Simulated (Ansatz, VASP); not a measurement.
# Cross-check of GaSb between VASP and Ansatz, part 2 of 2

One calculation is typed for both programs; each brings its own data sets. How far apart do they land? The cell is taken from a series of runs on this material, whose earlier steps may have relaxed, scaled, displaced or heated it; both programs get it as it stands.

VASP 6.6.1 and Ansatz 0.2.0.

So far: The starting structure; VASP: zone-centre phonons, LDA.

**2. VASP: zone-centre phonons, LDA (continued)**

Level of this step: LDA; plane waves and PAW (Ga_d, Sb) (VASP).

Numbers of over 12 decimals in the logs are rounded to 6 here.

OUTCAR, selected parts (step 2):

```text
ion  position               nearest neighbor table
   1  0.002  0.002  0.998-   2 2.60   2 2.60   2 2.62   2 2.62
   2  0.748  0.748  0.752-   1 2.60   1 2.60   1 2.62   1 2.62

  LATTYP: Found a body centered orthorhombic cell.
 ALAT       =     4.1490526392
 B/A-ratio  =     1.0320102794
 C/A-ratio  =     1.4770800616

 Subroutine GETGRP returns: Found  2 space group operations
 (whereof  2 operations were pure point group operations)

The static configuration has the point symmetry C_1h.

   k-points           NKPTS =   1728   k-points in BZ     NKDIM =   1728   number of bands    NBANDS=     15

   dimension x,y,z NGX =    32 NGY =   32 NGZ =   30
   dimension x,y,z NGXF=    64 NGYF=   64 NGZF=   60

   ENCUT  =  500.0 eV  36.75 Ry    6.06 a.u.   7.79  7.79  7.56*2*pi/ulx,y,z

   NELECT =      18.0000    total number of electrons

 k-points in reciprocal lattice and weights: Points of the shifted mesh
   0.04166667  0.04166667  0.04166667       0.001
   0.04166667  0.04166667  0.12500000       0.001
   0.04166667  0.04166667  0.20833333       0.001
   0.04166667  0.04166667  0.29166667       0.001
   0.04166667  0.04166667  0.37500000       0.001
   0.04166667  0.04166667  0.45833333       0.001
   0.04166667  0.04166667  0.54166667       0.001
   0.04166667  0.04166667  0.62500000       0.001
   0.04166667  0.04166667  0.70833333       0.001
[...]
0.95833333  0.95833333  0.87500000       0.001
   0.95833333  0.95833333  0.95833333       0.001

 average (electrostatic) potential at core
       1 -66.4359       2 -88.1811

  Total        0.5566237      0.5566237      0.0756710      0.4839024     -0.0011562     -0.0011562
  in kB       16.3820162     16.3820162      2.2270772     14.2417521     -0.0340294     -0.0340296
  external PRESSURE =      11.6637032 kB  Pullay stress =       0.0000000 kB

  energy-cutoff  :      500.00
  volume of cell :       54.44
      direct lattice vectors                 reciprocal lattice vectors
    -0.046956251  2.980779508  3.064241464    -0.165139906  0.165139906  0.163172519
     2.980779508 -0.046956251  3.064241464     0.165139906 -0.165139906  0.163172519
     2.933823257  2.933823257  0.000000000     0.170426081  0.170426081 -0.163172519

 POSITION                                       TOTAL-FORCE (eV/Angst)
 -----------------------------------------------------------------------------------
      2.93389      2.93389      0.01442         0.000018      0.000018      0.002959
      4.40067      4.40067      4.58194        -0.000018     -0.000018     -0.002959
 -----------------------------------------------------------------------------------
    total drift:                                0.000170      0.000170      0.000147

 Eigenvectors and eigenvalues of the dynamical matrix
 ----------------------------------------------------

   1 f  =    7.005986 THz    44.019906 2PiTHz  233.694528 cm-1    28.974416 meV
             X         Y         Z           dx          dy          dz
      2.933890  2.933890  0.014422    -0.561509   -0.561509    0.070807
      4.400668  4.400668  4.581940     0.425174    0.425174   -0.053444

   2 f  =    6.991359 THz    43.928003 2PiTHz  233.206626 cm-1    28.913924 meV
             X         Y         Z           dx          dy          dz
      2.933890  2.933890  0.014422    -0.049956   -0.049956   -0.794149
      4.400668  4.400668  4.581940     0.037939    0.037939    0.601213

   3 f  =    6.850448 THz    43.042636 2PiTHz  228.506356 cm-1    28.331165 meV
             X         Y         Z           dx          dy          dz
      2.933890  2.933890  0.014422     0.563663   -0.563663   -0.000000
      4.400668  4.400668  4.581940    -0.426948    0.426948    0.000000

   4 f/i=    0.000691 THz     0.004340 2PiTHz    0.023038 cm-1     0.002856 meV
             X         Y         Z           dx          dy          dz
      2.933890  2.933890  0.014422     0.231106    0.231106   -0.507361
      4.400668  4.400668  4.581940     0.305330    0.305330   -0.670307

   5 f/i=    0.002644 THz     0.016611 2PiTHz    0.088187 cm-1     0.010934 meV
             X         Y         Z           dx          dy          dz
      2.933890  2.933890  0.014422     0.358891    0.358891    0.326954
      4.400668  4.400668  4.581940     0.473879    0.473879    0.431711

   6 f/i=    0.003054 THz     0.019187 2PiTHz    0.101860 cm-1     0.012629 meV
             X         Y         Z           dx          dy          dz
      2.933890  2.933890  0.014422     0.426948   -0.426948    0.000000
      4.400668  4.400668  4.581940     0.563663   -0.563663    0.000000

 ELASTIC MODULI CONTR FROM IONIC RELAXATION (kBar)
 Direction    XX          YY          ZZ          XY          YZ          ZX
 --------------------------------------------------------------------------------
 XX          -0.5876     -0.5871     -1.3122    -11.5575      1.3659     -0.9785
 YY          -0.5871     -0.5876     -1.3122    -11.6142      1.0904     -0.6454
 ZZ          -1.3122     -1.3122     -2.9328    -25.8963      2.3220     -2.1712
 XY         -11.5575    -11.6142    -25.8963   -232.2791      2.1082      1.3691
 YZ           1.3659      1.0904      2.3220      2.1082   -246.0960    -28.8392
 ZX          -0.9785     -0.6454     -2.1712      1.3691    -28.8392   -239.3174
 --------------------------------------------------------------------------------
```

Energies printed during the response cycles are not total energies of the cell.

**3. Ansatz: zone-centre phonons, LDA**

Ansatz runs on its PAW soft_1 files.

The same cell, functional (in two slightly different forms), mesh and smearing now go to Ansatz, which takes its cutoff from its data sets.

Input file input.yaml:

```yaml
crystal:
  lattice:
    - [-0.0469562511, 2.9807795078, 3.0642414639]
    - [2.9807795078, -0.0469562511, 3.0642414639]
    - [2.9338232567, 2.9338232567, 0.0]
  atoms:
    - { symbol: Ga, position: [0.0023533049, 0.0023533049, -0.002330462] }
    - { symbol: Sb, position: [0.7476466951, 0.7476466951, 0.752330462] }
kpoints:
  mp_grid: { grid: [12, 12, 12], shift: [0.5, 0.5, 0.5] }
hamiltonian:
  xc: lda
  pseudopotentials: { kind: paw, azcp: { folder: soft_1 }, xc_functional: pbe }
scf:
  occupations: { method: gaussian, width: 0.015 }
output:
  eigenvalues: true
phonons:
  method: dfpt
```

Launch:

```
> ansatz run input.yaml --threads 4 --pin off --max-ram 10240MiB --backend cpu --events-out ev --progress --plain --runs-dir out
```

The log of the run:

```text
Engine: ansatz 0.2.0, x86_64-unknown-linux-gnu
Pseudopotentials: kind: paw
Pseudopotential: Ga, paw, valence charge 13, recommended cutoff 420 eV (normal), soft_1/Ga.paw.azcp
Pseudopotential: Sb, paw, valence charge 15, recommended cutoff 420 eV (normal), soft_1/Sb.paw.azcp
Functional definition: SPW92
  exchange = slater_x
  correlation = pw_c
Crystal: 2 atoms, lattice volume = 54.438 Å³
Basis set: ecut = 420 eV, 1047 PW (Γ), exchange–correlation on 60×60×60 points (8 copies of the dense FFT grid, shifted against one another)
Bands: 18, of which v1, the nominal top of the filled ones, is band 14 counted from 1 (13 counted from 0)
Symmetry: 2 space group operations
k-points: 864 of 1728 (irreducible under 1 space group operation, time reversal used)
Non-local potential: Ga, projectors of the file, l = 0: 2, l = 1: 2, l = 2: 3, l = 3: 1
Non-local potential: Sb, projectors of the file, l = 0: 2, l = 1: 2, l = 2: 2, l = 3: 1
PAW form: soft (Blöchl's): semilocal exchange-correlation on the pseudo side does not see the compensation charge
PAW frozen core: Ga, regenerated for the run's functional, and the local potential with it (the file was generated under x = pbe(κ = 0.804, μ = 0.219515), c = pbe(β = 0.066725))
PAW frozen core: Sb, regenerated for the run's functional, and the local potential with it (the file was generated under x = pbe(κ = 0.804, μ = 0.219515), c = pbe(β = 0.066725))
PAW one-centre angular grid: Ga, 590 points (default); XC on 64 Gauss nodes
PAW one-centre angular grid: Sb, 590 points (default); XC on 64 Gauss nodes
Initial density: superposition of atomic densities (chi_scale 0.1, normalization cell, long waves kept (reshape's long-wave potential 0.00 eV rms))
Initial wavefunctions: pseudopotential atomic-orbital guess
Functional: x = slater, c = lda
SCF iter   1: F=—  HF=-10043.240128 eV  |F-HF|=—  |Δ(HF+E_count)|=         —  Δρ=3.19e-2  dr2=4.63e-1  ethr=3.10e-3  ⟨swp⟩=5.8  Hψ=82904  notcnv=0
preconditioner: auto → none  [insulator: Δε(μ)=0.355 eV  Ē_g=15.029 eV  σ=0.015 eV  W_gap=1.00  n_scr=14 (ndim 8)  ℏωp=21.4 eV  f_vac=0.003  D(μ)=0.00/eV (n_scr^D=0)  ε∞_Penn≈3.0]
SCF iter   2: F=—  HF=-10043.121963 eV  |F-HF|=—  |Δ(HF+E_count)|=   1.18e-1  Δρ=1.42e-2  dr2=6.94e-2  ethr=1.65e-3  ⟨swp⟩=2.0  Hψ=25942  notcnv=0
SCF iter   3: F=—  HF=-10043.113843 eV  |F-HF|=—  |Δ(HF+E_count)|=   8.12e-3  Δρ=5.11e-3  dr2=1.25e-2  ethr=2.48e-4  ⟨swp⟩=3.0  Hψ=28659  notcnv=0
SCF iter   4: F=—  HF=-10043.108575 eV  |F-HF|=—  |Δ(HF+E_count)|=   5.27e-3  Δρ=9.41e-4  dr2=2.71e-4  ethr=4.46e-5  ⟨swp⟩=3.0  Hψ=30153  notcnv=0
SCF iter   5: F=—  HF=-10043.108493 eV  |F-HF|=—  |Δ(HF+E_count)|=   8.22e-5  Δρ=4.51e-4  dr2=3.53e-5  ethr=9.67e-7  ⟨swp⟩=2.0  Hψ=26764  notcnv=0
SCF iter   6: F=—  HF=-10043.108491 eV  |F-HF|=—  |Δ(HF+E_count)|=   2.29e-6  Δρ=2.19e-5  dr2=1.77e-7  ethr=1.26e-7  ⟨swp⟩=2.2  Hψ=25548  notcnv=0
SCF iter   7: F=—  HF=-10043.108491 eV  |F-HF|=—  |Δ(HF+E_count)|=   1.27e-7  Δρ=5.00e-6  dr2=9.83e-9  ethr=6.33e-10  ⟨swp⟩=2.9  Hψ=31718  notcnv=0
SCF iter   8: F=—  HF=-10043.108491 eV  |F-HF|=—  |Δ(HF+E_count)|=   2.43e-9  Δρ=1.40e-6  dr2=1.13e-9  ethr=3.51e-11  ⟨swp⟩=2.0  Hψ=27648  notcnv=0
SCF iter   9: F=—  HF=-10043.108491 eV  |F-HF|=—  |Δ(HF+E_count)|=  4.44e-10  Δρ=2.86e-7  dr2=2.76e-11  ethr=4.02e-12  ⟨swp⟩=2.0  Hψ=27648  notcnv=0
SCF iter  10: F=-10043.108491 eV  HF=-10043.108491 eV  |F-HF|=3.64e-12  |Δ(HF+E_count)|=  3.64e-12  Δρ=5.81e-8  dr2=7.35e-13  ethr=1.00e-12  ⟨swp⟩=6.0  Hψ=72088  notcnv=0
SCF 1 converged in 10 iterations: F = -10043.108491 eV  dr2 = 7.35e-13
  greatest PAW one-centre occupation: 0.996 electrons in one spin orbital (limit 2), on the Sb atom at site 1 (counted from 0), in its partial waves of l = 2
DFPT response loops at Γ: preconditioner auto → none (the input reference at scf.mixing.eps_inf says where Resta's filter doesn't serve); β = 0.50; Broyden in place of MSR1
SCF converged after 10 iterations
Free energy (F): -10043.108491 eV
Harris-Foulkes:  -10043.108491 eV  (|F-HF|=3.64e-12)
Internal energy: -10043.108491 eV  (E = F + TS)
E sigma→0 (E₀):  -10043.108491 eV
Fermi energy:    8.286688 eV
--- Per-component energies (eV) ---
  E_band       = -251.558140
  E_kinetic    = 278.261487
  E_local      = -3319.872373  (includes V_loc(G=0)·N_el)
  E_nonlocal   = 303.159454
  E_hartree    = 1703.072184
  E_xc         = -161.778055
  E_vxc        = -147.948128  (∫ρ·V_xc dr)
  E_paw        = -6311.682714  (= ΣΔE_a)
  E_vpaw       = -771.302860  (= ΣTr[D̂ρ^β])
  E_aug_tail   = -0.000085  (compensation charges beyond the density's cutoff)
  E_ewald      = -2536.555680
  E_core_change = 2.287292  (= ΣΔE_core)
  E_smearing   = -0.000000  (= −TS)
  E_closure    = 0.000000  (closes the sum)
  Σ components = -10043.108491   (vs F -10043.108491, Δ=0.00e0)
--- Band table (eV; the first three rows and the last of 864) ---
  k-point 0: bands = [... 10 lower, -3.7001, 7.6236, 8.0545, 8.1456, 8.8138, 10.8285, 11.0493, 11.1436]
  k-point 1: bands = [... 10 lower, -3.5935, 6.6579, 7.6954, 8.0062, 9.2332, 10.9311, 11.0457, 11.8595]
  k-point 2: bands = [... 10 lower, -3.3371, 5.2247, 7.3312, 7.7546, 9.1992, 11.3074, 11.4774, 12.7458]
  k-point 863: bands = [... 10 lower, -2.0267, 1.5097, 6.7509, 7.0367, 8.8987, 11.9530, 12.0890, 14.7114]
--- Phonons (Γ-DFPT): 4 representative perturbations + reference, on 864 of 1728 k-points (Σ response iterations 12) ---
  k mesh reduced under 1 symmetry operation, with k and −k counted as one. Each operation leaves every solved perturbation unchanged. A smaller set is not used because it would not reduce the number of displacements times k-points to solve
  ASR residual: 7.829e-5 → 0.000e0 eV/Å²; symmetrization residual: 1.015e-5 eV/Å²
  ASR residual per site (eV/Å²): 7.83e-5 3.11e-5
  Γ frequencies (cm⁻¹): 0.00 0.00 0.00 226.65 231.25 231.95
  non-analytic LO–TO correction: not included (Born effective charges unavailable; polar crystals: no LO–TO splitting at Γ)
```

The column dr2 measures how far the density is from self-consistency, as an energy; F and HF (Harris–Foulkes) agree once it is small.

**4. Differences**

Known differences besides the potentials themselves: the two LDA forms differ slightly; the data sets hold 28 valence electrons in Ansatz (on its PAW soft_1 files) and 18 in VASP; the cutoff is 420 eV in Ansatz and 500 eV in VASP; VASP's log shows a relativistic correction to its local exchange, Ansatz's none. Total energies have different zeros and are not compared.

Compared:

| quantity | Ansatz | VASP | difference |
| --- | --- | --- | --- |
| optical mode 1 (cm⁻¹) | 226.7 | 228.5 | -0.81 % |
| optical mode 2 (cm⁻¹) | 231.2 | 233.2 | -0.84 % |
| optical mode 3 (cm⁻¹) | 231.9 | 233.7 | -0.75 % |

Modes are paired by rising frequency, not by their patterns, so a pair may set unlike modes beside each other; they are those without the splitting of longitudinal modes.

**5. What came out**

| Quantity | Value |
| --- | --- |
| r.m.s. difference of the optical zone-centre modes, each program's sorted by frequency (zone-centre phonons, LDA) | 1.9 cm⁻¹ |
| difference in optical mode 2 (zone-centre phonons, LDA) | -0.8 % |

**Reading.** The r.m.s. difference of the optical zone-centre modes, each program's sorted by frequency is 1.9 cm⁻¹ (zone-centre phonons, LDA). The data sets hold unlike numbers of valence electrons (28 in Ansatz and 18 in VASP), so part of the differences comes from the potentials. Among the rows given in per cent, the largest difference of the zone-centre phonons, LDA pair is in optical mode 2, -0.8 %. Such differences can come from data sets, numerical settings and the points named under the comparisons, not from the functional's error against experiment.

[Lines on the potential files, build, host, timing and source positions are cut from VASP's logs without a mark.]

[Logs are printed without paths, hosts, clocks, repeated set-up lines and the standing remarks that a program may print on its own settings, such as how far it seeks lower states.]

[Hosts, paths, dates, database ids (printed as entryN), source tags and the programs' standing remarks are cut or masked in the printed files.]
